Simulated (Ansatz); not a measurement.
# BN (zinc blende): energy and pressure against volume, part 2 of 2

Aim: for BN (zinc blende), map energy and pressure against volume; the runs are single point and phonons.

Ansatz 0.2.0; DFT LDA, scalar-relativistic, plane waves, PAW. Earlier steps stand in the parts before.

## Step 8: Volume × 0.831

File input.yaml:

```yaml
crystal:
  lattice:
    - [0.0, 1.6994276261, 1.6994276261]
    - [1.6994276261, 0.0, 1.6994276261]
    - [1.6994276261, 1.6994276261, 0.0]
  atoms:
    - { symbol: B, position: [0.0, 0.0, 0.0] }
    - { symbol: "N", position: [0.25, 0.25, 0.25] }
scf:
  occupations: { method: fixed }
output:
  forces: true
  stress: true
  eigenvalues: true
  write_density: true
  write_potential: true
  elf: true
  volumetric_format: npy
hamiltonian:
  xc: lda
basis:
  ecutwfc: 600
kpoints:
  mp_grid: { grid: [10, 10, 10] }
```

Launch:

```
ansatz run input.yaml --threads 1 --pin off --max-ram 4096MiB --backend cpu --events-out ev --progress --plain --runs-dir out
```

The program printed (excerpt; [...] marks lines left out):

```text
Warning: RAYON_NUM_THREADS=1 ignored (pool sized by the plan → 1); use --threads N
[...]
Pseudopotentials: kind: paw
Pseudopotential: B, paw, valence charge 3, recommended cutoff 420 eV (normal), B.paw.azcp
Pseudopotential: N, paw, valence charge 5, recommended cutoff 420 eV (normal), N.paw.azcp
Functional definition: SPW92
[...]
Crystal: 2 atoms, lattice volume = 9.816 Å³
Basis set: ecut = 600 eV, 331 PW (Γ)
[...]
--- Forces (eV/Å), atoms counted from 1 ---
  atom   1  B      0.00000000    -0.00000000     0.00000000
  atom   2  N     -0.00000000    -0.00000000     0.00000000
[...]
--- Stress (GPa, compression-positive) ---
       83.392580       0.000000      -0.000000
        0.000000      83.392580       0.000000
       -0.000000       0.000000      83.392580
  P = ⅓ Tr σ = 83.3926 GPa (833.926 kbar)
--- Band table (eV; the first three rows and the last of 47) ---
  k-point 0: bands = ["-8.1851", "14.1383", "14.1383", "14.1383", "23.7132", "23.7132", "23.7132", "27.7097"]
[...]
```

Wall time 0.57 s (1 thread of AMD EPYC 9R45 (Zen 5), shared host); peak memory 0.32 GiB.

Axes a, b and c in the maps are those of this run's conventional cell (a, b, c = 3.399, 3.399, 3.399 Å).

Density in a lattice plane of the grid's cell (edges 3.40 and 3.40 Å, at 0.000 of the third edge), which holds B.

Ten even steps from ' ' (0.12 e/Å³) to '@' (0.85 e/Å³):
```
==++##@@@@##++--::..          ..::--++##@@@@##++
##%%@@@@@@##**==--::..      ..::--==**##@@@@@@%%
%%@@@@@@@@%%##++==--::::..::::--==++##%%@@@@@@@@
####%%%%%%%%####**====------====**####%%%%%%%%##
++++****##%%%%%%##****++++++****##%%%%%%##****++
----====**####%%%%%%%%######%%%%%%%%####**====--
..::::--==++##%%@@@@@@@@%%@@@@@@@@%%##++==--::::
    ..::--==**##@@@@@@%%##%%@@@@@@##**==--::..  
      ..::--++##@@@@##++==++##@@@@##++--::..    
      ..::--++**%%%%**--..--**%%%%##++--::..    
      ..::--++##@@@@##++==++##@@@@##++--::..    
    ..::--==**##@@@@@@%%##%%@@@@@@##**==--::..  
..::::--==++##%%@@@@@@@@%%@@@@@@@@%%##++==--::::
----====**####%%%%%%%%######%%%%%%%%####**====--
++++****##%%%%%%##****++++++****##%%%%%%##****++
####%%%%%%%%####**====------====**####%%%%%%%%##
%%@@@@@@@@%%##++==--::::..::::--==++##%%@@@@@@@@
##%%@@@@@@##**==--::..      ..::--==**##@@@@@@%%
==++##@@@@##++--::..          ..::--++##@@@@##++
..--**%%%%##++--::..          ..::--++**%%%%**--
```
Columns run along the first of these edges and rows up along the second, over one cell in 24 and 20 even steps from the bottom left corner. Atoms in the plane (fractional): B at (0.00, 0.00), B at (0.50, 0.50).

ELF in the same plane.

Ten even steps from ' ' (0.00) to '@' (0.68):
```
    ::==****++--::..          ..::--++****==..  
..::==##%%%%##++--::..      ..::--++##%%%%##==::
--++##%%@@@@%%##++==::......::==++##%%@@@@%%##++
++**##@@@@@@@@%%##**==--::--==**##%%@@@@@@@@##**
==++**##@@@@@@@@@@##**++==++**##@@@@@@@@@@##**++
::--==**##%%@@@@@@@@##**++**##@@@@@@@@%%##**==--
....::==++##%%@@@@%%##++--++##%%@@@@%%##++==::..
    ..::--++##%%%%##==::..::==##%%%%##++--::..  
      ..::--++****==..      ::==****++--::..    
      ....--==++==::          ::==++==--....    
      ..::--++****==..      ::==****++--::..    
    ..::--++##%%%%##==::..::==##%%%%##++--::..  
....::==++##%%@@@@%%##++--++##%%@@@@%%##++==::..
::--==**##%%@@@@@@@@##**++**##@@@@@@@@%%##**==--
==++**##@@@@@@@@@@##**++==++**##@@@@@@@@@@##**++
++**##@@@@@@@@%%##**==--::--==**##%%@@@@@@@@##**
--++##%%@@@@%%##++==::......::==++##%%@@@@%%##++
..::==##%%%%##++--::..      ..::--++##%%%%##==::
    ::==****++--::..          ..::--++****==..  
      ::==++==--....          ....--==++==::    
```
Columns run along the first of these edges and rows up along the second, over one cell in 24 and 20 even steps from the bottom left corner. Atoms in the plane (fractional): B at (0.00, 0.00), B at (0.50, 0.50).

Both are smooth fields of the valence electrons: close to the nuclei they are not physical.

The highest ELF values outside the cores: 0.92 on the B–N line, 0.7 Å from B.

## Step 9: Volume × 0.8

File input.yaml:

```yaml
crystal:
  lattice:
    - [0.0, 1.6780271951, 1.6780271951]
    - [1.6780271951, 0.0, 1.6780271951]
    - [1.6780271951, 1.6780271951, 0.0]
  atoms:
    - { symbol: B, position: [0.0, 0.0, 0.0] }
    - { symbol: "N", position: [0.25, 0.25, 0.25] }
scf:
  occupations: { method: fixed }
output:
  forces: true
  stress: true
  eigenvalues: true
hamiltonian:
  xc: lda
basis:
  ecutwfc: 600
kpoints:
  mp_grid: { grid: [10, 10, 10] }
```

Launch:

```
ansatz run input.yaml --threads 1 --pin off --max-ram 4096MiB --backend cpu --events-out ev --progress --plain --runs-dir out
```

The program printed (excerpt; [...] marks lines left out):

```text
[...]
SCF converged after 6 iterations
Free energy (F): -525.872865 eV
[...]
E sigma→0 (E₀):  -525.872865 eV
Fermi energy:    14.863286 eV
[...]
--- Forces (eV/Å), atoms counted from 1 ---
  atom   1  B      0.00000000    -0.00000000     0.00000000
  atom   2  N     -0.00000000    -0.00000000     0.00000000
[...]
--- Stress (GPa, compression-positive) ---
      110.914186      -0.000000      -0.000000
       -0.000000     110.914186       0.000000
       -0.000000       0.000000     110.914186
  P = ⅓ Tr σ = 110.9142 GPa (1109.142 kbar)
--- Band table (eV; the first three rows and the last of 47) ---
  k-point 0: bands = ["-7.9614", "14.8633", "14.8633", "14.8633", "24.6194", "24.6194", "24.6194", "29.1272"]
[...]
```

Run time: 0.42 s. Hardware: 1 thread of AMD EPYC 9R45 (Zen 5), shared host; peak memory 0.31 GiB.

## Step 10: Volume × 0.771

input.yaml, as its differences from that of step 9:

```diff
@@ -2,5 +2,5 @@
   lattice:
-    - [0.0, 1.6780271951, 1.6780271951]
-    - [1.6780271951, 0.0, 1.6780271951]
-    - [1.6780271951, 1.6780271951, 0.0]
+    - [0.0, 1.657500973, 1.657500973]
+    - [1.657500973, 0.0, 1.657500973]
+    - [1.657500973, 1.657500973, 0.0]
   atoms:
```

Launch:

```
ansatz run input.yaml --threads 1 --pin off --max-ram 4096MiB --backend cpu --events-out ev --progress --plain --runs-dir out
```

The program printed (excerpt; [...] marks lines left out):

```text
Warning: RAYON_NUM_THREADS=1 ignored (pool sized by the plan → 1); use --threads N
[...]
[... 4 set-up lines as earlier in the session ...]
[...]
Crystal: 2 atoms, lattice volume = 9.107 Å³
Basis set: ecut = 600 eV, 307 PW (Γ)
[...]
--- Forces (eV/Å), atoms counted from 1 ---
  atom   1  B      0.00000000     0.00000000     0.00000000
  atom   2  N     -0.00000000     0.00000000    -0.00000000
[...]
--- Stress (GPa, compression-positive) ---
      140.891948       0.000000      -0.000000
        0.000000     140.891948       0.000000
       -0.000000       0.000000     140.891948
  P = ⅓ Tr σ = 140.8919 GPa (1408.919 kbar)
--- Band table (eV; the first three rows and the last of 47) ---
  k-point 0: bands = ["-7.7349", "15.5899", "15.5899", "15.5899", "25.5220", "25.5220", "25.5220", "30.5410"]
[...]
```

Wall time 0.42 s (1 thread of AMD EPYC 9R45 (Zen 5), shared host); peak memory 0.3 GiB.

## Step 11: Volume × 0.75

File input.yaml:

```yaml
crystal:
  lattice:
    - [0.0, 1.6423135918, 1.6423135918]
    - [1.6423135918, 0.0, 1.6423135918]
    - [1.6423135918, 1.6423135918, 0.0]
  atoms:
    - { symbol: B, position: [0.0, 0.0, 0.0] }
    - { symbol: "N", position: [0.25, 0.25, 0.25] }
scf:
  occupations: { method: fixed }
output:
  forces: true
  stress: true
  eigenvalues: true
  write_density: true
  write_potential: true
  elf: true
  volumetric_format: npy
hamiltonian:
  xc: lda
basis:
  ecutwfc: 600
kpoints:
  mp_grid: { grid: [10, 10, 10] }
```

Launch:

```
ansatz run input.yaml --threads 1 --pin off --max-ram 4096MiB --backend cpu --events-out ev --progress --plain --runs-dir out
```

The program printed (excerpt; [...] marks lines left out):

```text
Warning: RAYON_NUM_THREADS=1 ignored (pool sized by the plan → 1); use --threads N
[...]
[... 4 set-up lines as earlier in the session ...]
[...]
Crystal: 2 atoms, lattice volume = 8.859 Å³
Basis set: ecut = 600 eV, 307 PW (Γ)
[...]
--- Forces (eV/Å), atoms counted from 1 ---
  atom   1  B      0.00000000     0.00000000    -0.00000000
  atom   2  N     -0.00000000    -0.00000000     0.00000000
[...]
--- Stress (GPa, compression-positive) ---
      165.579371      -0.000000      -0.000000
        0.000000     165.579371       0.000000
       -0.000000       0.000000     165.579371
  P = ⅓ Tr σ = 165.5794 GPa (1655.794 kbar)
--- Band table (eV; the first three rows and the last of 47) ---
  k-point 0: bands = ["-7.5592", "16.1480", "16.1480", "16.1480", "26.2117", "26.2117", "26.2117", "31.6227"]
[...]
```

Run time: 0.56 s. Hardware: 1 thread of AMD EPYC 9R45 (Zen 5), shared host; peak memory 0.32 GiB.

Axes a, b and c in the maps are those of this run's conventional cell (a, b, c = 3.285, 3.285, 3.285 Å).

Density in a lattice plane of the grid's cell (edges 3.28 and 3.28 Å, at 0.000 of the third edge), which holds B.

Values in e/Å³, 12 rows by 12 columns:
```
0.62 0.82 0.87 0.64 0.41 0.25 0.20 0.25 0.40 0.64 0.87 0.82
0.80 0.87 0.89 0.77 0.57 0.41 0.33 0.40 0.57 0.77 0.89 0.87
0.57 0.64 0.77 0.84 0.77 0.64 0.57 0.64 0.77 0.84 0.77 0.64
0.33 0.41 0.57 0.77 0.89 0.87 0.81 0.87 0.89 0.77 0.57 0.40
0.20 0.25 0.41 0.64 0.87 0.82 0.63 0.82 0.87 0.64 0.40 0.25
0.15 0.20 0.33 0.57 0.80 0.62 0.25 0.63 0.81 0.57 0.33 0.20
0.20 0.25 0.40 0.64 0.87 0.82 0.62 0.82 0.87 0.64 0.41 0.25
0.33 0.40 0.57 0.77 0.89 0.87 0.80 0.87 0.89 0.77 0.57 0.41
0.57 0.64 0.77 0.84 0.77 0.64 0.57 0.64 0.77 0.84 0.77 0.64
0.81 0.87 0.89 0.77 0.57 0.40 0.33 0.41 0.57 0.77 0.89 0.87
0.63 0.82 0.87 0.64 0.40 0.25 0.20 0.25 0.41 0.64 0.87 0.82
0.25 0.63 0.81 0.57 0.33 0.20 0.15 0.20 0.33 0.57 0.80 0.62
```
Columns run along the first of these edges and rows up along the second, over one cell in 12 and 12 even steps from the bottom left corner. Atoms in the plane (fractional): B at (0.00, 0.00), B at (0.50, 0.50).

ELF in the same plane.

Values, 12 rows by 12 columns:
```
0.06 0.24 0.50 0.46 0.25 0.10 0.05 0.10 0.25 0.46 0.50 0.24
0.30 0.50 0.67 0.63 0.45 0.25 0.14 0.25 0.45 0.63 0.68 0.50
0.31 0.46 0.63 0.67 0.63 0.46 0.31 0.46 0.63 0.67 0.63 0.46
0.14 0.25 0.45 0.63 0.67 0.50 0.29 0.50 0.67 0.63 0.45 0.25
0.05 0.10 0.25 0.46 0.50 0.24 0.06 0.25 0.50 0.46 0.25 0.10
0.02 0.05 0.14 0.31 0.30 0.06 0.02 0.06 0.29 0.31 0.14 0.05
0.05 0.10 0.25 0.46 0.50 0.24 0.06 0.24 0.50 0.46 0.25 0.10
0.14 0.25 0.45 0.63 0.68 0.50 0.30 0.50 0.67 0.63 0.45 0.25
0.31 0.46 0.63 0.67 0.63 0.46 0.31 0.46 0.63 0.67 0.63 0.46
0.29 0.50 0.67 0.63 0.45 0.25 0.14 0.25 0.45 0.63 0.67 0.50
0.06 0.25 0.50 0.46 0.25 0.10 0.05 0.10 0.25 0.46 0.50 0.24
0.02 0.06 0.29 0.31 0.14 0.05 0.02 0.05 0.14 0.31 0.30 0.06
```
Columns run along the first of these edges and rows up along the second, over one cell in 12 and 12 even steps from the bottom left corner. Atoms in the plane (fractional): B at (0.00, 0.00), B at (0.50, 0.50).

Both are smooth fields of the valence electrons: close to the nuclei they are not physical.

Maxima of ELF outside the ion cores: 0.92 on the N–B line, 0.7 Å from N.

## Step 12: Phonons: volume × 1.03

File input.yaml:

```yaml
crystal:
  lattice:
    - [0.0, 1.8254981937, 1.8254981937]
    - [1.8254981937, 0.0, 1.8254981937]
    - [1.8254981937, 1.8254981937, 0.0]
  atoms:
    - { symbol: B, position: [0.0, 0.0, 0.0] }
    - { symbol: "N", position: [0.25, 0.25, 0.25] }
scf:
  occupations: { method: fixed }
output: {}
hamiltonian:
  xc: lda
basis:
  ecutwfc: 600
kpoints:
  mp_grid: { grid: [10, 10, 10] }
phonons:
  method: dfpt
  dielectric: false
  eigenvectors: false
```

Launch:

```
ansatz run input.yaml --threads 1 --pin off --max-ram 4096MiB --backend cpu --events-out ev --progress --plain --runs-dir out
```

The program printed (excerpt; [...] marks lines left out):

```text
Warning: RAYON_NUM_THREADS=1 ignored (pool sized by the plan → 1); use --threads N
zone centre: on kpoints.mp_grid the ground state, and the responses unless they are solved on pairs of k-points, stand on 102 of the mesh's 1000 k-points, reduced under 8 symmetry operations, with k and −k counted as one. Each operation leaves every solved displacement unchanged or reverses it
[...]
[... 1 set-up line as earlier in the session ...]
[...]
--- Phonons (Γ-DFPT): 2 representative perturbations + reference, on 102 of 1000 k-points (Σ response iterations 6) ---
  k mesh reduced under 8 symmetry operations, with k and −k counted as one. Each operation leaves every solved displacement unchanged or reverses it
  ASR residual: 2.301e-4 → 0.000e0 eV/Å²; symmetrization residual: 3.814e-7 eV/Å²
  ASR residual per site (eV/Å²): 1.61e-4 2.30e-4
  Γ frequencies (cm⁻¹): 0.00 0.00 0.00 993.34 993.34 993.34
  non-analytic LO–TO correction: not included (Born effective charges unavailable; polar crystals: no LO–TO splitting at Γ)
```

It took 2.2 s on 1 thread of AMD EPYC 9R45 (Zen 5), shared host; peak memory 0.39 GiB.

Optical levels at the zone centre, without the three acoustic modes (i: imaginary):

```tsv
cm⁻¹	modes
993	3
```

## Step 13: Phonons: volume × 1

input.yaml, as its differences from that of step 12:

```diff
@@ -2,5 +2,5 @@
   lattice:
-    - [0.0, 1.8254981937, 1.8254981937]
-    - [1.8254981937, 0.0, 1.8254981937]
-    - [1.8254981937, 1.8254981937, 0.0]
+    - [0.0, 1.8076, 1.8076]
+    - [1.8076, 0.0, 1.8076]
+    - [1.8076, 1.8076, 0.0]
   atoms:
```

Launch:

```
ansatz run input.yaml --threads 1 --pin off --max-ram 4096MiB --backend cpu --events-out ev --progress --plain --runs-dir out
```

The program printed (excerpt; [...] marks lines left out):

```text
Warning: RAYON_NUM_THREADS=1 ignored (pool sized by the plan → 1); use --threads N
zone centre: on kpoints.mp_grid the ground state, and the responses unless they are solved on pairs of k-points, stand on 102 of the mesh's 1000 k-points, reduced under 8 symmetry operations, with k and −k counted as one. Each operation leaves every solved displacement unchanged or reverses it
[...]
[... 1 set-up line as earlier in the session ...]
[...]
--- Phonons (Γ-DFPT): 2 representative perturbations + reference, on 102 of 1000 k-points (Σ response iterations 6) ---
  k mesh reduced under 8 symmetry operations, with k and −k counted as one. Each operation leaves every solved displacement unchanged or reverses it
  ASR residual: 2.285e-4 → 0.000e0 eV/Å²; symmetrization residual: 3.129e-7 eV/Å²
  ASR residual per site (eV/Å²): 1.85e-4 2.28e-4
  Γ frequencies (cm⁻¹): 0.00 0.00 0.00 1030.89 1030.89 1030.89
  non-analytic LO–TO correction: not included (Born effective charges unavailable; polar crystals: no LO–TO splitting at Γ)
```

It took 2.2 s on 1 thread of AMD EPYC 9R45 (Zen 5), shared host; peak memory 0.39 GiB.

The optical modes at Γ, the three translations left out (i: imaginary):

```tsv
cm⁻¹	modes
1031	3
```

## Step 14: Phonons: volume × 0.96

input.yaml, as its differences from that of step 13:

```diff
@@ -2,5 +2,5 @@
   lattice:
-    - [0.0, 1.8076, 1.8076]
-    - [1.8076, 0.0, 1.8076]
-    - [1.8076, 1.8076, 0.0]
+    - [0.0, 1.7831699782, 1.7831699782]
+    - [1.7831699782, 0.0, 1.7831699782]
+    - [1.7831699782, 1.7831699782, 0.0]
   atoms:
```

Launch:

```
ansatz run input.yaml --threads 1 --pin off --max-ram 4096MiB --backend cpu --events-out ev --progress --plain --runs-dir out
```

The program printed (excerpt; [...] marks lines left out):

```text
Warning: RAYON_NUM_THREADS=1 ignored (pool sized by the plan → 1); use --threads N
zone centre: on kpoints.mp_grid the ground state, and the responses unless they are solved on pairs of k-points, stand on 102 of the mesh's 1000 k-points, reduced under 8 symmetry operations, with k and −k counted as one. Each operation leaves every solved displacement unchanged or reverses it
[...]
[... 1 set-up line as earlier in the session ...]
[...]
--- Phonons (Γ-DFPT): 2 representative perturbations + reference, on 102 of 1000 k-points (Σ response iterations 6) ---
  k mesh reduced under 8 symmetry operations, with k and −k counted as one. Each operation leaves every solved displacement unchanged or reverses it
  ASR residual: 1.886e-4 → 0.000e0 eV/Å²; symmetrization residual: 4.519e-7 eV/Å²
  ASR residual per site (eV/Å²): 1.48e-4 1.89e-4
  Γ frequencies (cm⁻¹): 0.00 0.00 0.00 1084.26 1084.26 1084.26
  non-analytic LO–TO correction: not included (Born effective charges unavailable; polar crystals: no LO–TO splitting at Γ)
```

Wall time 2.2 s (1 thread of AMD EPYC 9R45 (Zen 5), shared host); peak memory 0.4 GiB.

Optical levels at the zone centre, without the three acoustic modes (i: imaginary):

```tsv
cm⁻¹	modes
1084	3
```

## Step 15: Energy and pressure against volume

volume (Å³/atom), energy (meV/atom) and a bar:
```
     4.43      554.0 ##############################
     4.55      435.5 ########################
     4.72      301.3 ################
     4.91      190.7 ##########
     5.08      113.7 ######
     5.29       48.4 ###
     5.43       21.1 #
     5.67        0.0 
     5.91        4.8 
     6.08       22.7 #
```

## Step 16: Summary of results

What follows sums up all 2 parts.

```
step  volume (Å³/atom)  pressure (GPa)  energy above the lowest (meV/atom)  gap on the mesh (eV)    time
   2              6.08           -21.1                                22.7                  4.32  0.67 s
   3              5.91           -11.0                                 4.8                  4.36  0.49 s
   4              5.67             5.0                                 0.0                  4.41  0.48 s
   5              5.43            24.3                                21.1                  4.46  0.62 s
   6              5.29            37.8                                48.4                  4.49  0.46 s
   7              5.08            61.2                               113.7                  4.53  0.42 s
   8              4.91            83.4                               190.7                  4.57  0.57 s
   9              4.72           110.9                               301.3                  4.61  0.42 s
  10              4.55           140.9                               435.5                  4.65  0.42 s
  11              4.43           165.6                               554.0                  4.67  0.56 s
```

| quantity | value |
| --- | --- |
| equilibrium volume of the third-order Birch–Murnaghan fit | 5.74 Å³/atom |
| bulk modulus, its pressure derivative | 403 GPa, 3.6 |
| optical modes at Γ (without the LO field) (step 12) | 993 cm⁻¹ |
| optical modes at Γ (without the LO field) (step 13) | 1031 cm⁻¹ |
| optical modes at Γ (without the LO field) (step 14) | 1084 cm⁻¹ |

The fit holds to 0.01 meV/atom up to 166 GPa. Against the measured bulk modulus of BN, 395 GPa (300 K; quoted in “Effect of nanostructuration on compressibility of cubic BN”, 2012, arxiv:1208.3664), the calculated 403 GPa is off by +2.0 %. Temperature and zero-point motion are left out. All optical modes at Γ (step 12) are real, so no distortion that keeps the cell lowers the energy to second order; that says nothing of other wave vectors. These are transverse frequencies: in a polar insulator the field of longitudinal modes, left out here, lifts some of them. All optical modes at Γ (step 13) are real. All optical modes at Γ (step 14) are real.

The gaps are Kohn-Sham values of a semilocal functional, not quasiparticle or optical gaps. Such gaps usually fall short of the measured ones.
